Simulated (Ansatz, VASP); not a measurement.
# GaP: VASP beside Ansatz

File INCAR:

```
PREC = Accurate
ENCUT = 520
EDIFF = 1E-6
ISMEAR = -1
SIGMA = 0.02
LREAL = False
LASPH = True
NELM = 80
ALGO = Normal
ISIF = 2
LWAVE = False
LCHARG = False
GGA = PE
IBRION = 2
NSW = 80
EDIFFG = -0.02
```

KPOINTS

```
regular mesh
0
Gamma
  14 14 14
```

Contents of POSCAR:

```
GaP
1.0
    0.0000000000      2.6884177822      2.6884177822
    2.6884177822      0.0000000000      2.6884177822
    2.6884177822      2.6884177822      0.0000000000
Ga P
1 1
Direct
    0.0000000000      0.0000000000      0.0000000000
    0.2500000000      0.2500000000      0.2500000000
```

Input for Ansatz:

```yaml
crystal:
  lattice:
    - [0.0, 2.6884177822, 2.6884177822]
    - [2.6884177822, 0.0, 2.6884177822]
    - [2.6884177822, 2.6884177822, 0.0]
  atoms:
    - { symbol: Ga, position: [0.0, 0.0, 0.0] }
    - { symbol: P, position: [0.25, 0.25, 0.25] }
kpoints:
  mp_grid: { grid: [14, 14, 14] }
scf:
  occupations: { method: fermi_dirac, width: 0.02 }
hamiltonian:
  xc: pbe
  pseudopotentials: { kind: paw }
output:
  forces: true
  stress: true
  populations: true
  efg: { quadrupole_moments_barn: { Ga: 0.107 }, contact_densities: true }
relax:
  f_tol: 0.02
  max_steps: 60
```

Change from the starting cell: volume scaled by 0.96, ions relaxed.

Alike in both runs: task relaxation of the atoms; functional PBE; k mesh 14 × 14 × 14; occupations fermi-dirac, width 0.02 eV; no spin polarisation.

|  | VASP | Ansatz |
| --- | --- | --- |
| version | VASP 6.6.1 | Ansatz 0.2.0 |
| potentials or method | VASP PAW PBE potentials, release 64 (Ga_d, P) | plane-wave PAW, scalar-relativistic |
| plane-wave cutoff (eV) | 520 | 420 |
| valence electrons in the cell | 18 | 18 |

```tsv
	VASP	Ansatz	Ansatz less VASP
gap on the k mesh at the Fermi level, each at its own relaxed structure (eV)	1.52	1.52	0.000
```

Ansatz warned: «stress_scf_threshold_loose».

Caveats: the relaxation stopped at its first step, so nothing moved. A k mesh can miss the band edges.
